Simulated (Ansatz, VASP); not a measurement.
Zr3H in VASP and in Ansatz

INCAR

```
PREC = Accurate ; ENCUT = 520
EDIFF = 1E-6 ; ISMEAR = 0
SIGMA = 0.1 ; LREAL = False
LASPH = True ; NELM = 100
ALGO = Normal ; ISIF = 2
LWAVE = False ; LCHARG = False
GGA = PE ; NBANDS = 26
```

Contents of KPOINTS:

```
regular mesh
0
Gamma
  4 4 4
```

File POSCAR:

```
Zr3H
1.0
    3.9434273900      0.0000000000      0.0000000000
    0.0000000000      3.9434273900      0.0000000000
    0.0000000000      0.0000000000      3.9434273900
Zr H
3 1
Direct
    0.5000000000      0.0000000000      0.0000000000
    0.0000000000      0.5000000000      0.0000000000
    0.0000000000      0.0000000000      0.5000000000
    0.5000000000      0.5000000000      0.5000000000
```

Input for Ansatz:

```yaml
crystal:
  lattice:
    - [3.94342739, 0.0, 0.0]
    - [0.0, 3.94342739, 0.0]
    - [0.0, 0.0, 3.94342739]
  atoms:
    - { symbol: Zr, position: [0.5, 0.0, 0.0] }
    - { symbol: Zr, position: [0.0, 0.5, 0.0] }
    - { symbol: Zr, position: [0.0, 0.0, 0.5] }
    - { symbol: H, position: [0.5, 0.5, 0.5] }
basis:
  ecutwfc: 420
kpoints:
  mp_grid: { grid: [4, 4, 4] }
hamiltonian:
  xc: pbe
scf:
  occupations: { method: gaussian, width: 0.1 }
  lower_state_search: "off"
output:
  forces: true
  stress: true
  eigenvalues: true
```

Change from the starting cell: species swapped into the CaBi3 type (Pm-3m, No. 221).

Alike in both runs: task single point; functional PBE; k mesh 4 × 4 × 4; occupations gaussian, width 0.1 eV; no spin polarisation.

|  | VASP | Ansatz |
| --- | --- | --- |
| version | VASP 6.6.1 | Ansatz 0.2.0 |
| potentials or method | VASP PAW PBE potentials, release 64 (Zr_sv, H) | scalar-relativistic, plane waves, PAW |
| plane-wave cutoff (eV) | 520 | 420 |
| valence electrons in the cell | 37 | 37 |

Ansatz gave:

| Item | Value |
| --- | --- |
| gap on the k mesh at the Fermi level (eV) | none |
| pressure (GPa) | 24.1 |

Estimate VASP's values.

gap on the k mesh at the Fermi level (eV): none; pressure (GPa): 24.3.

A gap of «none» marks a metal or a gap that the smearing closes. With one functional, cell and mesh, what is left measures potentials, basis and numerics.

Caveats: the k mesh is coarse (spacing up to 0.40 Å⁻¹), so the values aren't converged; so large a pressure means that the cell lies far from this level's equilibrium, or that cutoff or potentials fall short (VASP).
